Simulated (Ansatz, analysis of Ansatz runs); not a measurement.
## A defect in a sheet: C_As in monolayer As

Question: what does C_As cost in monolayer As, which spin state does it take, and where do its states lie against the vacuum level? Model: a cell of 18 host atoms with 1 As taken out and 1 C put in, with vacuum above and below.

Program: Ansatz 0.2.0. Level of theory: plane-wave PAW DFT, PBE; supercells relaxed in a periodic cell with vacuum, the primitive cell and the final single points with the Coulomb interaction cut along the normal. Results are calculated unless marked as measured.

Most raw output is cut from this account.

The database entry behind the starting cell differs from later determinations by our own check (old inner coordinate), so it need not match the best structure at ambient conditions.

## 1. Set-up

The cell holds 18 atoms: 17 As and 1 C. Its edges and angles: a = 10.816 Å, b = 10.816 Å, c = 30.000 Å, α = 90.0°, β = 90.0°, γ = 120.0°. It derives from As (As monolayer (from R-3m)), repeated 3×3×1. Vacuum lies along c. Nearest the centre at fractional (0.444, 0.556, 0.523): C10 at 0.00 Å, As11 at 2.50 Å, As17 at 2.50 Å, As9 at 2.50 Å, As12 at 3.61 Å, As4 at 3.61 Å, As18 at 3.61 Å, As2 at 3.61 Å.

Coordinates:

```xyz
18
Lattice="10.8164 0.0000 0.0000 -5.4082 9.3673 0.0000 0.0000 0.0000 30.0000" Properties=species:S:1:pos:R:3
As    0.0000    0.0000   14.3047
As    0.0000    2.0816   15.6953
As   -1.8027    3.1224   14.3047
As   -1.8027    5.2041   15.6953
As   -3.6055    6.2449   14.3047
As   -3.6055    8.3265   15.6953
As    3.6055    0.0000   14.3047
As    3.6055    2.0816   15.6953
As    1.8027    3.1224   14.3047
C     1.8027    5.2041   15.6953
As    0.0000    6.2449   14.3047
As    0.0000    8.3265   15.6953
As    7.2110    0.0000   14.3047
As    7.2110    2.0816   15.6953
As    5.4082    3.1224   14.3047
As    5.4082    5.2041   15.6953
As    3.6055    6.2449   14.3047
As    3.6055    8.3265   15.6953
```

The cell's shortest repeat is 10.8 Å.

## 2. The perfect sheet

One layer is cut from the bulk crystal and relaxed, atoms and in-plane cell, with the Coulomb interaction cut along the normal so that the layer doesn't feel its images.

Contents of cell/input.yaml:

```yaml
crystal:
  lattice:
    - [3.761594, 0.0, 0.0]
    - [-1.880797, 3.257636, 0.0]
    - [0.0, 0.0, 25.251006]
  atoms:
    - { symbol: As, position: [0.0, 0.0, 0.4752286] }
    - { symbol: As, position: [0.3333333, 0.6666667, 0.5247714] }
  periodic: [true, true, false]
basis:
  ecutwfc: 420
  xc_grid: 2
hamiltonian:
  xc: pbe
kpoints:
  mp_grid: { grid: [10, 10, 1] }
scf:
  occupations: { method: fermi_dirac, width: 0.02 }
  max_iter: 100
relax:
  f_tol: 0.005
  max_steps: 60
  cell: {}
output:
  forces: true
checkpoint:
  write: "../cell.run"
  compress: false
  write_wavefunctions: false
  write_every: 100000
```

Launch:

```console
ansatz run input.yaml --threads 4 --pin off --max-ram 15073MiB --backend cpu --events-out ev --progress --plain --runs-dir out
```

It took 7.4 s on 4 threads of Arm Neoverse V2, shared host; peak memory 0.63 GiB; 25 s of CPU time.

The in-plane vectors went from 3.762 and 3.762 Å, as in the bulk, to 3.605 and 3.605 Å; the layer is 1.39 Å thick between its outer atoms.

## 3. Does the sheet stay flat and symmetric?

The defect-free supercell is relaxed from atoms displaced by 0.08 Å at random. A buckling or a charge-density wave of the sheet itself would otherwise be counted to the defect.

Contents of pristine.relax/input.yaml:

```yaml
crystal:
  lattice:
    - [10.8164460205, 0.0, 0.0]
    - [-5.4082230102, 9.3673170324, 0.0]
    - [0.0, 0.0, 13.0]
  atoms:
    - { symbol: As, position: [0.0, 0.0, 0.4465128803] }
    - { symbol: As, position: [0.1111111111, 0.2222222222, 0.5534871197] }
    - { symbol: As, position: [0.0, 0.3333333333, 0.4465128803] }
    - { symbol: As, position: [0.1111111111, 0.5555555556, 0.5534871197] }
[... 8 atom lines left out ...]
    - { symbol: As, position: [0.6666666667, 0.0, 0.4465128803] }
    - { symbol: As, position: [0.7777777778, 0.2222222222, 0.5534871197] }
    - { symbol: As, position: [0.6666666667, 0.3333333333, 0.4465128803] }
    - { symbol: As, position: [0.7777777778, 0.5555555556, 0.5534871197] }
    - { symbol: As, position: [0.6666666667, 0.6666666667, 0.4465128803] }
    - { symbol: As, position: [0.7777777778, 0.8888888889, 0.5534871197] }
basis:
  ecutwfc: 420
  xc_grid: 2
hamiltonian:
  xc: pbe
kpoints:
  mp_grid: { grid: [2, 2, 1] }
scf:
  occupations: { method: fermi_dirac, width: 0.01 }
  max_iter: 100
output:
  forces: true
relax:
  f_tol: 0.015
  max_steps: 100
  random_displacement: { amplitude: 0.08, seed: 162 }
```

It took 41 s on 4 threads; peak memory 3.7 GiB; 2.6 min of CPU time.

A first try of the k-points missed the dense mesh's energy by 244 meV an atom, so the mesh was refined. At a 2×2×1 Γ-centred mesh the symmetric supercell lies within 12 meV an atom of the primitive cell's dense mesh.

It returns to the energy of the symmetric cell, so the symmetric sheet is kept as the host.

## 4. Band edges against the vacuum level

With the interaction cut along the normal, the potential far from the sheet is the zero of energy, so band edges and defect states of different cells share one scale, as long as a cell has no dipole along the normal.

Contents of host/input.yaml:

```yaml
crystal:
  lattice:
    - [3.6054820068, 0.0, 0.0]
    - [-1.8027410034, 3.1224390108, 0.0]
    - [0.0, 0.0, 30.0]
  atoms:
    - { symbol: As, position: [0.0, 0.0, 0.4768222481] }
    - { symbol: As, position: [0.3333333333, 0.6666666667, 0.5231777519] }
  periodic: [true, true, false]
basis:
  ecutwfc: 420
  xc_grid: 2
hamiltonian:
  xc: pbe
kpoints:
  mp_grid: { grid: [6, 6, 1] }
  band_path: { path: [VBM, CBM], npoints: 1 }
scf:
  occupations: { method: fixed }
  max_iter: 100
output:
  forces: true
  eigenvalues: true
  write_potential: true
  volumetric_format: npy
```

Wall time 2.3 s (4 threads); peak memory 0.6 GiB.

The band edges were searched for over the zone, on the density of this mesh. The valence top lies 5.35 eV and the conduction bottom 3.73 eV below the vacuum level: a gap of 1.62 eV.

## 5. Relaxing the neutral defect

Atoms start from random displacements, so no symmetry is imposed. The relaxation runs in a plain periodic cell, 15 Å high against 30 Å with the cut-off, with 14 Å between the perfect sheet and its image; that is cheaper, but a defect with a dipole feels the field of its images there. The electron count is odd, and the moment is held at 1 μB.

Contents of q0_M1.relax/input.yaml:

```yaml
crystal:
  lattice:
    - [10.81644602, 0.0, 0.0]
    - [-5.40822301, 9.36731703, 0.0]
    - [0.0, 0.0, 15.0]
  atoms:
    - { symbol: As, position: [0.0, 0.0, 0.4536445] }
    - { symbol: As, position: [0.11111111, 0.22222222, 0.5463555] }
    - { symbol: As, position: [0.0, 0.33333333, 0.4536445] }
    - { symbol: As, position: [0.11111111, 0.55555556, 0.5463555] }
    - { symbol: As, position: [0.0, 0.66666667, 0.4536445] }
    - { symbol: As, position: [0.11111111, 0.88888889, 0.5463555] }
    - { symbol: As, position: [0.33333333, 0.0, 0.4536445] }
    - { symbol: As, position: [0.44444444, 0.22222222, 0.5463555] }
    - { symbol: As, position: [0.33333333, 0.33333333, 0.4536445] }
    - { symbol: C, position: [0.44444444, 0.55555556, 0.5463555] }
    - { symbol: As, position: [0.33333333, 0.66666667, 0.4536445] }
    - { symbol: As, position: [0.44444444, 0.88888889, 0.5463555] }
    - { symbol: As, position: [0.66666667, 0.0, 0.4536445] }
    - { symbol: As, position: [0.77777778, 0.22222222, 0.5463555] }
    - { symbol: As, position: [0.66666667, 0.33333333, 0.4536445] }
    - { symbol: As, position: [0.77777778, 0.55555556, 0.5463555] }
    - { symbol: As, position: [0.66666667, 0.66666667, 0.4536445] }
    - { symbol: As, position: [0.77777778, 0.88888889, 0.5463555] }
basis:
  ecutwfc: 420
  xc_grid: 2
hamiltonian:
  xc: pbe
kpoints:
  mp_grid: { grid: [2, 2, 1] }
magnetization:
  spin_polarized: true
  initial_magnetization: 1
  spin_locking: { lock_magnetization: hard }
scf:
  occupations: { method: fixed }
  max_iter: 100
output:
  forces: true
relax:
  f_tol: 0.03
  max_steps: 80
  random_displacement: { amplitude: 0.03, seed: 112 }
```

Elapsed: 3.7 min, on 4 threads; peak memory 4.6 GiB.

In the next tables energies count from the displaced start, and moves from the positions in the input.

Step by step:

```tsv
step	energy less that of the first step (eV)	largest force component (eV/Å)
1	0.0000	3.7113
2	-1.2593	3.2971
3	-2.1896	1.6914
4	-2.4978	0.3542
5	-2.5720	0.1967
6	-2.5905	0.0883
7	-2.5922	0.0230
8	-2.5922	0.0230
```

The atoms that moved most (Å, from the sites as typed, ahead of the random displacement, the mean shift of all atoms taken out):

```tsv
atom	dx	dy	dz	length
C10	0.002	0.003	-0.857	0.857
As9	0.000	0.165	0.013	0.166
As11	0.143	-0.082	0.005	0.164
As17	-0.142	-0.081	0.000	0.163
As6	0.000	0.000	0.105	0.105
As7	-0.011	-0.007	0.091	0.092
As1	0.011	-0.008	0.091	0.092
As5	0.000	0.015	0.087	0.089
```

Final coordinates:

```xyz
18
Lattice="10.8164 0.0000 0.0000 -5.4082 9.3673 0.0000 0.0000 0.0000 15.0000" Properties=species:S:1:pos:R:3
As    0.0049   -0.0081    6.8907
As   -0.0041    2.1466    8.2317
As   -1.8384    3.1052    6.8490
As   -1.7493    5.1760    8.2273
As   -3.6122    6.2600    6.8875
As   -3.6115    8.3262    8.2952
As    3.5885   -0.0073    6.8913
As    3.5967    2.1480    8.2322
As    1.7966    3.2875    6.8131
C     1.7980    5.2068    7.3339
As    0.1364    6.1628    6.8046
As    0.0512    8.2857    8.2303
As    7.2049    0.0324    6.8501
As    7.2046    2.0815    8.2757
As    5.4309    3.1055    6.8491
As    5.3394    5.1768    8.2261
As    3.4576    6.1635    6.8002
As    3.5422    8.2840    8.2288
```

The atoms nearest to the centre after the run:

```tsv
atom	distance (Å)
C10	0.861
As9	2.363
As17	2.368
As11	2.373
As16	3.537
As18	3.537
As8	3.544
As12	3.545
As2	3.552
As4	3.552
```

Among the atoms that came to bonding distance: As9–C10 1.99 Å (from 2.50); As11–C10 1.99 Å (from 2.50); As17–C10 1.99 Å (from 2.50).

With the common shift of the atoms taken out, the largest displacement is 0.86 Å, and the sheet with its defect is 0.10 Å thicker than the perfect one.

## 6. Energies and states on the vacuum scale

Single points with the cut-off give energies without the images along the normal, and levels against the vacuum; the images in the plane remain.

The cell differs from the one that the last finished run ended in (c 15.000 → 30.000 Å).

Contents of q0_M1.point.pbe/input.yaml:

```yaml
crystal:
  lattice:
    - [10.81644602, 0.0, 0.0]
    - [-5.40822301, 9.36731703, 0.0]
    - [0.0, 0.0, 30.0]
  atoms:
    - { symbol: As, position: [1.694e-05, -0.00086723, 0.47968968] }
    - { symbol: As, position: [0.11420223, 0.22915366, 0.52438973] }
[... 6 atom lines left out ...]
    - { symbol: As, position: [0.34157598, 0.35095485, 0.47710492] }
    - { symbol: C, position: [0.44415288, 0.55584738, 0.49446198] }
    - { symbol: As, position: [0.34156064, 0.65790509, 0.4768213] }
[... 4 atom lines left out ...]
    - { symbol: As, position: [0.76996277, 0.55264881, 0.52420448] }
    - { symbol: As, position: [0.64864967, 0.65797664, 0.47667207] }
    - { symbol: As, position: [0.76965657, 0.88434798, 0.52429379] }
  periodic: [true, true, false]
basis:
  ecutwfc: 420
  xc_grid: 2
hamiltonian:
  xc: pbe
kpoints:
  mp_grid: { grid: [2, 2, 1] }
magnetization:
  spin_polarized: true
  initial_magnetization: 1
  spin_locking: { lock_magnetization: hard }
scf:
  occupations: { method: fixed }
  max_iter: 100
output:
  forces: true
  eigenvalues: true
  eigenstates: { localisation: true }
  populations: true
  band_densities: [{ bands: [v1, v1] }, { bands: [c1, c1] }]
  write_density: true
  write_potential: true
  volumetric_format: npy
checkpoint:
  write: "../q0_M1.point.pbe.run"
  compress: false
  write_wavefunctions: false
  write_every: 100000
```

It took 2.4 min on 4 threads; peak memory 9.1 GiB; 9.3 min of CPU time.

With the cut-off the largest force on the relaxed structure is 0.026 eV/Å, so the structure stays at rest.

States next to the filling edge at the first k-point, on the run's own zero (eigenstates.tsv). The participation number counts the atoms that a state is spread over, of 18; bands count from 0.

```tsv
spin	band	energy (eV)	occupation	participation	largest share on	share
down	123	-6.099	1.00	11.6	As13	0.16
down	124	-5.934	1.00	10.3	As6	0.19
down	125	-5.861	1.00	10.5	As17	0.19
down	126	-5.855	1.00	10.4	As9	0.21
down	127	-5.488	1.00	16.5	As4	0.09
down	128	-5.488	1.00	16.5	As12	0.08
down	129	-4.725	0.00	8.2	C10	0.28
down	130	-3.820	0.00	12.5	As16	0.12
down	131	-3.813	0.00	12.5	As8	0.12
down	132	-3.802	0.00	14.2	As5	0.11
down	133	-3.602	0.00	12.1	As6	0.11
up	124	-5.981	1.00	8.1	As6	0.24
up	125	-5.918	1.00	10.9	As17	0.18
up	126	-5.913	1.00	10.8	As9	0.20
up	127	-5.521	1.00	16.3	As4	0.09
up	128	-5.520	1.00	16.3	As12	0.08
up	129	-5.219	1.00	8.3	C10	0.28
up	130	-3.905	0.00	13.6	As7	0.10
up	131	-3.858	0.00	12.4	As16	0.12
up	132	-3.852	0.00	12.4	As8	0.12
up	133	-3.615	0.00	12.1	As6	0.11
up	134	-3.612	0.00	12.2	As5	0.11
```

Under PBE at the first k-point of a 2×2×1 Γ-centred mesh, the highest filled state is spin up, spread over 8 of 18 atoms, and the lowest empty one, 0.49 eV above it, is spin down, spread over 8 of 18 atoms.

Löwdin populations of the atoms near the centre, and their excess over far atoms of the same element, which can also hold differences between inequivalent host sites (the log counts sites from 0):

```tsv
atom	distance from the centre (Å)	electrons	excess
C10	0.86	4.552	-
As9	2.36	14.758	-0.195
As17	2.37	14.757	-0.196
As11	2.37	14.757	-0.196
As16	3.54	14.955	0.001
As18	3.54	14.954	0.001
As8	3.54	14.955	0.001
As12	3.54	14.954	0.001
```

The largest moments in the atoms' spheres: C10 0.33, As8 0.03, As2 0.03, As12 0.03, As18 0.03, As4 0.03 μB.

Spin density in the ca plane at fractional y = 0.556, through the centre, with atoms of As and C within 0.45 Å of it.

Ten even steps from '0' (0.00 e/Å³) to '9' (0.38 e/Å³), each cell a mean:
```
00000000000000000000000000000000000000000000
00000000000000000000000000000000000000000000
00000000000000000000000000000000000000000000
00000000000000000000000000000000000000000000
00000000000000000000000000000000000000000000
00000000000000000000000000000000000000000000
00000000000000000000000000000000000000000000
00000000000000000000000000000000000000000000
00000000000000000000000000000000000000000000
00000000000000000000000000000000000000000000
00000000000000000000000000000000000000000000
00000000000000000010011000000000000000000000
00000000000000000255583100000000000000000000
00000000000000000267693100000000000000000000
00000000000000000111021000000000000000000000
00000000000000000000000000000000000000000000
00000000000000000000000000000000000000000000
00000000000000000000000000000000000000000000
00000000000000000000000000000000000000000000
00000000000000000000000000000000000000000000
00000000000000000000000000000000000000000000
00000000000000000000000000000000000000000000
00000000000000000000000000000000000000000000
00000000000000000000000000000000000000000000
```
Columns run along c (16.0 Å, from fractional 0.26 to 0.79 of the cell), rows up along a (10.8 Å). Atoms in or near the plane, at fractional coordinates: As at (0.52, 0.11), C at (0.49, 0.44), As at (0.52, 0.77).

Valence density in the ca plane at fractional y = 0.556, through the centre, with atoms of As and C within 0.45 Å of it. It is the smooth field of the valence electrons, not physical close to the nuclei.

Ten steps, logarithmic in the rise over the least value, from '0' (0 e/Å³) to '9' (24 e/Å³), each cell a mean:
```
00000000000000000111110000000000000000000000
00000000000000000111110000000000000000000000
00000000000000000111111100000000000000000000
00000000000000000011234321000000000000000000
00000000000000000001368742000000000000000000
00000000000000000001379852000000000000000000
00000000000000000011256531000000000000000000
00000000000000000111222210000000000000000000
00000000000000001121111000000000000000000000
00000000000000001122110000000000000000000000
00000000000000001122110000000000000000000000
00000000000000000123321000000000000000000000
00000000000000000134432000000000000000000000
00000000000000000134432000000000000000000000
00000000000000000123321000000000000000000000
00000000000000001122210000000000000000000000
00000000000000001122110000000000000000000000
00000000000000001122110000000000000000000000
00000000000000000111111110000000000000000000
00000000000000000011235421000000000000000000
00000000000000000001379842000000000000000000
00000000000000000001379842000000000000000000
00000000000000000011245421000000000000000000
00000000000000000111111110000000000000000000
```
Columns run along c (16.0 Å, from fractional 0.26 to 0.79 of the cell), rows up along a (10.8 Å). Atoms in or near the plane, at fractional coordinates: As at (0.52, 0.11), C at (0.49, 0.44), As at (0.52, 0.77).

Electrostatic potential energy in the ca plane at fractional y = 0.556, through the centre, with atoms of As and C within 0.45 Å of it. With pseudopotentials it is smooth inside the atoms' cores, unlike the true potential.

Ten even steps from '0' (-17 eV) to '9' (0 eV), each cell a mean:
```
99999999999999998644578889999999999999999999
99999999999999997533578899999999999999999999
99999999999999998766666678999999999999999999
99999999999999999886300037999999999999999999
99999999999999999985037504899999999999999999
99999999999999999984069813899999999999999999
99999999999999999886103115899999999999999999
99999999999999998766532368999999999999999999
99999999999999987423577889999999999999999999
99999999999999986201578999999999999999999999
99999999999999987533679999999999999999999999
99999999999999998742258999999999999999999999
99999999999999998710006999999999999999999999
99999999999999999600006999999999999999999999
99999999999999998741038999999999999999999999
99999999999999987534579999999999999999999999
99999999999999986301578999999999999999999999
99999999999999987412578899999999999999999999
99999999999999998766644578999999999999999999
99999999999999999886201026999999999999999999
99999999999999999984059704899999999999999999
99999999999999999984059704899999999999999999
99999999999999999886201026999999999999999999
99999999999999998766644578999999999999999999
```
Columns run along c (16.0 Å, from fractional 0.26 to 0.79 of the cell; values clipped at the 3rd and 97th percentile), rows up along a (10.8 Å). Atoms in or near the plane, at fractional coordinates: As at (0.52, 0.11), C at (0.49, 0.44), As at (0.52, 0.77).

Formation energy from total energies, with As (grey arsenic (A7)) and C (diamond) as references:

```tsv
total moment (μB)	formation energy (eV)
1	2.96
```

## 7. Results

```
valence top of the perfect sheet below vacuum   : 5.35 eV
gap of the perfect sheet (PBE)                  : 1.62 eV
largest displacement, common shift taken out    : 0.86 Å
atoms nearest to the centre                     : C 0.86, As 2.36, As 2.37, As 2.37, As 3.54, As 3.54, As 3.54, As 3.54, As 3.55, As 3.55 Å
formation energy, elements as references (PBE)  : 2.96 eV
moment of the lowest state among those obtained : 1 μB
```

Under PBE the neutral defect costs 2.96 eV against the perfect sheet and the elements' reference phases, with the moment held at 1 μB, the only one obtained. Limits: the images lie 10.8 Å apart in the plane; semilocal functionals make the gap too small and spread bound carriers; Kohn–Sham levels are not transition levels, and excitons, strong in sheets, are left out; a free-standing sheet, no substrate.

[Logs are printed without paths, hosts, clocks, repeated set-up lines and the standing remarks that a program may print on its own settings, such as how far it seeks lower states.]

[Hosts, paths, dates, database ids (printed as entryN), source tags and the programs' standing remarks are cut or masked in the printed files.]

[Maps of the electrostatic potential energy from Ansatz leave out the sawtooth potential of an applied field or a dipole correction, so their vacuum need not be flat.]
